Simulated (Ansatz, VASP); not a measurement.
# RbBr: VASP beside Ansatz

The input INCAR:

```
SYSTEM = RbBr
PREC = Accurate
ENCUT = 520
EDIFF = 1E-6
ISMEAR = -1
SIGMA = 0.05
LREAL = .FALSE.
LASPH = .TRUE.
NELM = 100
ALGO = Fast
ISIF = 2
LWAVE = .FALSE.
LCHARG = .FALSE.
GGA = CA
```

KPOINTS

```
Automatic mesh
0
G
  7 7 7
  0 0 0
```

The input POSCAR:

```
RbBr
1.0
    0.0000000000      3.4270000000      3.4270000000
    3.4270000000      0.0000000000      3.4270000000
    3.4270000000      3.4270000000      0.0000000000
Rb Br
1 1
Direct
    0.0000000000      0.0000000000      0.0000000000
    0.5000000000      0.5000000000      0.5000000000
```

File KPOINTS_OPT:

```
path GXWKGLUWLK,UX
15
line-mode
reciprocal
 0.0000000000  0.0000000000  0.0000000000  G
 0.5000000000  0.0000000000  0.5000000000  X

 0.5000000000  0.0000000000  0.5000000000  X
 0.5000000000  0.2500000000  0.7500000000  W

 0.5000000000  0.2500000000  0.7500000000  W
 0.3750000000  0.3750000000  0.7500000000  K

 0.3750000000  0.3750000000  0.7500000000  K
 0.0000000000  0.0000000000  0.0000000000  G

 0.0000000000  0.0000000000  0.0000000000  G
 0.5000000000  0.5000000000  0.5000000000  L

 0.5000000000  0.5000000000  0.5000000000  L
 0.6250000000  0.2500000000  0.6250000000  U

 0.6250000000  0.2500000000  0.6250000000  U
 0.5000000000  0.2500000000  0.7500000000  W

 0.5000000000  0.2500000000  0.7500000000  W
 0.5000000000  0.5000000000  0.5000000000  L

 0.5000000000  0.5000000000  0.5000000000  L
 0.3750000000  0.3750000000  0.7500000000  K

 0.6250000000  0.2500000000  0.6250000000  U
 0.5000000000  0.0000000000  0.5000000000  X
```

The input input.yaml:

```yaml
crystal:
  lattice:
    - [0.0, 3.427, 3.427]
    - [3.427, 0.0, 3.427]
    - [3.427, 3.427, 0.0]
  atoms:
    - { symbol: Rb, position: [0.0, 0.0, 0.0] }
    - { symbol: Br, position: [0.5, 0.5, 0.5] }
hamiltonian:
  xc: lda
  pseudopotentials: { kind: paw }
kpoints:
  mp_grid: { grid: [7, 7, 7] }
  band_path:
    path:
      - [[0.0, 0.0, 0.0], [0.5, 0.0, 0.5], [0.5, 0.25, 0.75], [0.375, 0.375, 0.75], [0.0, 0.0, 0.0], [0.5, 0.5, 0.5], [0.625, 0.25, 0.625], [0.5, 0.25, 0.75], [0.5, 0.5, 0.5], [0.375, 0.375, 0.75]]
      - [[0.625, 0.25, 0.625], [0.5, 0.0, 0.5]]
    npoints: 14
scf:
  occupations: { method: fermi_dirac, width: 0.05 }
  n_extra_bands: 6
output:
  forces: true
  stress: true
  eigenvalues: true
  fatbands: true
  write_density: true
  write_potential: true
  elf: true
  volumetric_format: npy
```

Alike in both runs: task band structure; functional LDA; k mesh 7 × 7 × 7; occupations fermi-dirac, width 0.05 eV; no spin polarisation.

```csv
,VASP,Ansatz
version,VASP 6.6.1,Ansatz 0.2.0
potentials or method,"VASP PAW LDA potentials, release 64 (Rb_sv, Br)",Ansatz PAW
plane-wave cutoff (eV),520,420
valence electrons in the cell,16,16
```

```csv
,VASP,Ansatz,Ansatz less VASP
gap on the k mesh at the Fermi level (eV),3.96,3.95,-0.011
least direct gap on the mesh (eV),3.96,3.95,-0.011
gap along the band path (eV),3.96,3.95,-0.010
pressure (GPa),-1.2,-1.2,-0.05
```

Caveats: the PAW data sets come from PBE, with cores solved anew for the run's functional, which leaves a small shift of forces and pressure (Ansatz).
